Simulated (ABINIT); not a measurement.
# Al in ABINIT: relaxation of the atoms with PBE

Aim: the relaxation of the atoms of Al with PBE.

Everything below comes from runs of ABINIT 10.8.3 (patched build). Logs are shortened: lines on timing, memory, paths and dates and some standing lists are left out, and cuts for length are marked. The log counts tension as positive stress, the text compression.

## Step 1: The slab as given

The cell holds a slab with vacuum, 7 atoms: a = 2.827 Å, b = 2.827 Å, c = 28.779 Å, α = 90.00°, β = 90.00°, γ = 120.00°.

The slab is cut from a database's or a generator's crystal, which needn't be the stable form of the element.

## Step 2: Relaxation of the atoms, PBE

run.abi reads:

```
# Pseudopotentials
pp_dirpath "./"
pseudos "Al.GGA_PBE-JTH.xml"

# Structure
acell 3*1.0 Angstrom
rprim
     2.8270770242     0.0000000000     0.0000000000
    -1.4135385121     2.4483205214     0.0000000000
     0.0000000000     0.0000000000    28.7789896050
ntypat 1
znucl 13
natom 7
typat 1 1 1 1 1 1 1
xcart
     0.0000000000     3.0844368030    14.1729459347
     0.0000000000     0.0000000000    18.5126987059
     2.6712006545     1.5422184478    22.8524514772
     0.0000000000     0.0000000000    27.1922042485
     0.0000000000     3.0844368030    31.5319570197
     0.0000000000     0.0000000000    35.8717097910
     2.6712006545     1.5422184478    40.2114625622
chkprim 0
chksymtnons 0
tolsym 1.0e-6

# Plane-wave basis
ecut 15.0
pawecutdg 30.0
pawxcdev 0

# k points
kptopt 1
ngkpt 11 11 1
nshiftk 1
shiftk 0.0 0.0 0.0

# Exchange and correlation
ixc 11

# Bands and occupations
nband 15
occopt 3
tsmear 0.00183747

# SCF cycle
nstep 120
tolvrs 1.0e-9

# Output
iomode 3
prtwf 0
prtden 0
prteig 0
prtebands 0
enunit 2

# Relaxation
ionmov 22
ntime 60
tolmxf 5.0e-5
```

Potentials or basis: JTH PAW PBE v2.0.

The run is started by

```sh
$ mpirun --bind-to none -np 4 abinit run.abi > log 2>&1
```

run.abo:

```text
.Version 10.8.3 of ABINIT
 Symmetries : space group P-3 m 1 (#164); Bravais hP (primitive hexag.)
================================================================================
 Values of the parameters that define the memory need of the present run
     intxc =       0    ionmov =      22      iscf =      17    lmnmax =       8
     lnmax =       4     mgfft =     192  mpssoang =       2    mqgrid =   13410
     natom =       7  nloc_mem =       2    nspden =       1   nspinor =       1
    nsppol =       1      nsym =      12    n1xccc =       1    ntypat =       1
    occopt =       3   xclevel =       2
       mpw =        3767          nfft =       76800          nkpt =          16
Pmy_natom=         2
 PAW method is used; the additional fine FFT grid is defined by:
   mgfftf=       270    nfftf =    243000
================================================================================
================================================================================

--------------------------------------------------------------------------------
------------- Echo of variables that govern the present computation ------------
--------------------------------------------------------------------------------
 -outvars: echo values of preprocessed input variables --------
            acell      1.8897261259E+00  1.8897261259E+00  1.8897261259E+00 Bohr
              amu      2.69815390E+01
          chkprim           0
      chksymtnons           0
             ecut      1.50000000E+01 Hartree
           enunit           2
           ionmov          22
              ixc          11
         kptrlatt       11    0    0      0   11    0      0    0    1
          kptrlen      5.87664144E+01
            natom           7
            nband          15
            ngfft          20      20     192
          ngfftdg          30      30     270
             nkpt          16
            nstep         120
             nsym          12
            ntime          60
           ntypat           1
           occopt           3
        pawecutdg      3.00000000E+01 Hartree
         pawxcdev           0
           prtden           0
        prtebands           0
           prteig           0
            prtwf           0
            rprim      2.8270770242E+00  0.0000000000E+00  0.0000000000E+00
                      -1.4135385121E+00  2.4483205214E+00  0.0000000000E+00
                       0.0000000000E+00  0.0000000000E+00  2.8778989605E+01
          spgroup         164
           tolsym      1.00000000E-06
           tolvrs      1.00000000E-09
           tsmear      1.83747000E-03 Hartree
            typat      1  1  1  1  1  1  1
           useylm           1
           xangst     -4.3467535985E-10  1.6322136760E+00  7.4999999949E+00
                      -4.3467530719E-10 -4.9679742006E-09  9.7964982608E+00
                       1.4135385117E+00  8.1610683550E-01  1.2092996527E+01
[... 1408 lines left out ...]
comment             : Components of total free energy in Hartree
kinetic             :  5.68559524682741E+00
hartree             :  8.89631922920149E+01
xc                  : -7.42756701545077E+00
Ewald energy        :  7.38382234767664E+01
psp_core            : -3.99378568966647E-01
local_psp           : -1.79937616393375E+02
PAW spherical_terms :  4.57074264029795E+00
internal            : -1.47068083218860E+01
'-kT*entropy'       : -9.13225664783139E-04
total_energy        : -1.47077215475507E+01
total_energy_eV     : -4.00217491828741E+02
...

--- !EnergyTermsDC
iteration_state     : {dtset: 1, itime: 10, icycle: 1, }
comment             : '"Double-counting" decomposition of free energy'
band_energy         : -6.52203029042466E-01
Ewald energy        :  7.38382234767664E+01
psp_core            : -3.99378568966647E-01
xc_dc               : -8.87613073664037E+01
PAW spherical_terms :  1.26783848479400E+00
internal            : -1.47068270028524E+01
'-kT*entropy'       : -9.13225664783139E-04
total_energy_dc     : -1.47077402285172E+01
total_energy_dc_eV  : -4.00218000163734E+02
...

--- !EnergyTermsWithPAWCore
iteration_state     : {dtset: 1, itime: 10, icycle: 1, }
comment             : 'Components of total free energy, including PAW core contributions'
Total energy        : -1.69972785528910E+03
Total energy DC     : -1.69972787397007E+03
Total energy (eV)   : -4.62519511833247E+04
Total energy DC (eV): -4.62519516916597E+04
...

 rms coord change=  3.3074E-03   atom, delta coord (reduced):
     1        0.000000000000      0.000000000000     -0.008258487477
     2        0.000000000000      0.000000000000     -0.005913873262
     3        0.000000000000      0.000000000000     -0.003418283717
     4        0.000000000000      0.000000000000      0.000000000000
     5        0.000000000000      0.000000000000      0.003418283717
     6        0.000000000000      0.000000000000      0.005913873262
     7        0.000000000000      0.000000000000      0.008258487477

 Cartesian components of stress tensor (hartree/bohr^3)
  sigma(1 1)=  1.49358053E-05  sigma(3 2)=  0.00000000E+00
  sigma(2 2)=  1.49358053E-05  sigma(3 1)=  0.00000000E+00
  sigma(3 3)=  1.87123136E-06  sigma(2 1)=  0.00000000E+00

-Cartesian components of stress tensor (GPa)         [Pressure= -3.1130E-01 GPa]
- sigma(1 1)=  4.39426564E-01  sigma(3 2)=  0.00000000E+00
- sigma(2 2)=  4.39426564E-01  sigma(3 1)=  0.00000000E+00
- sigma(3 3)=  5.50535274E-02  sigma(2 1)=  0.00000000E+00

== END DATASET(S) ==============================================================
================================================================================

 -outvars: echo values of variables after computation  --------
            acell      1.8897261259E+00  1.8897261259E+00  1.8897261259E+00 Bohr
           etotal     -1.4707740229E+01
            fcart     -0.0000000000E+00 -6.3852098574E-27  1.4904704896E-05
                      -1.6128449006E-27  1.3302520536E-28 -5.2255842909E-06
                       1.6128449006E-27  1.3302520536E-28 -2.4298022889E-05
                      -0.0000000000E+00  4.7889073931E-27 -2.4200941350E-22
                      -0.0000000000E+00  6.6512602682E-27  2.4298022889E-05
                      -0.0000000000E+00  1.0642016429E-27  5.2255842909E-06
                      -0.0000000000E+00 -6.3852098574E-27 -1.4904704896E-05
            rprim      2.8270770242E+00  0.0000000000E+00  0.0000000000E+00
                      -1.4135385121E+00  2.4483205214E+00  0.0000000000E+00
                       0.0000000000E+00  0.0000000000E+00  2.8778989605E+01
           strten      1.4935805327E-05  1.4935805324E-05  1.8712313611E-06
                       0.0000000000E+00  0.0000000000E+00  0.0000000000E+00
           xangst     -4.3467535985E-10  1.6322136760E+00  7.2623290697E+00
                      -4.3467530719E-10 -4.9679742006E-09  9.6263029637E+00
                       1.4135385117E+00  8.1610683550E-01  1.1994621775E+01
                      -4.3467530719E-10 -4.9679742006E-09  1.4389494793E+01
                      -4.3467535985E-10  1.6322136760E+00  1.6784367810E+01
                      -4.3467530719E-10 -4.9679742006E-09  1.9152686622E+01
                       1.4135385117E+00  8.1610683550E-01  2.1516660516E+01
             xred      3.3333333217E-01  6.6666666464E-01  2.5234829886E-01
                      -1.1683220942E-09 -2.0291355471E-09  3.3449065085E-01
                       6.6666666550E-01  3.3333333130E-01  4.1678397817E-01
                      -1.1683220942E-09 -2.0291355471E-09  4.9999999966E-01
                       3.3333333217E-01  6.6666666464E-01  5.8321602115E-01
                      -1.1683220942E-09 -2.0291355471E-09  6.6550934847E-01
                       6.6666666550E-01  3.3333333130E-01  7.4765170046E-01
 Calculation completed.
```

Run time: 3 min. Hardware: 4 MPI ranks of Arm Neoverse V2, shared host; peak memory 0.6 GiB.

Results:

```yaml
Free_energy: -400.2180 eV
Energy_gained_by_relaxing: 6.3 meV/atom
Ionic_steps: 10
Band_gap_on_the_k_mesh: none (metal or under the smearing width)
Valence_electrons_inside_the_program's_atomic_spheres: Al 0.73, 0.74, 0.75 (radii [1.0074] Å)
```

Step by step:
| step | energy change (eV) | largest force (eV/Å) | pressure (GPa) |
| --- | --- | --- | --- |
| 1 | 0.0000 | 0.1603 | 1.08 |
| 2 | -0.0005 | 0.1564 | 1.09 |
| 3 | 0.1712 | 0.3966 | -2.00 |
| 4 | -0.0241 | 0.1052 | 0.57 |
| 5 | -0.0309 | 0.0997 | 0.40 |
| 6 | -0.0066 | 0.3534 | -0.69 |
| 7 | -0.0408 | 0.0848 | -0.03 |
| 8 | -0.0424 | 0.0666 | -0.12 |
| 9 | -0.0442 | 0.0046 | -0.29 |
| 10 | -0.0442 | 0.0012 | -0.31 |

Final structure:
```
Al
1.0
     2.82708    0.00000    0.00000
    -1.41354    2.44832    0.00000
     0.00000    0.00000   28.77899
Al
7
Direct
  0.33333 0.66667 0.25235
  0.00000 0.00000 0.33449
  0.66667 0.33333 0.41678
  0.00000 0.00000 0.50000
  0.33333 0.66667 0.58322
  0.00000 0.00000 0.66551
  0.66667 0.33333 0.74765
```

Caveat: the highest band is partly filled, so the run has too few bands.
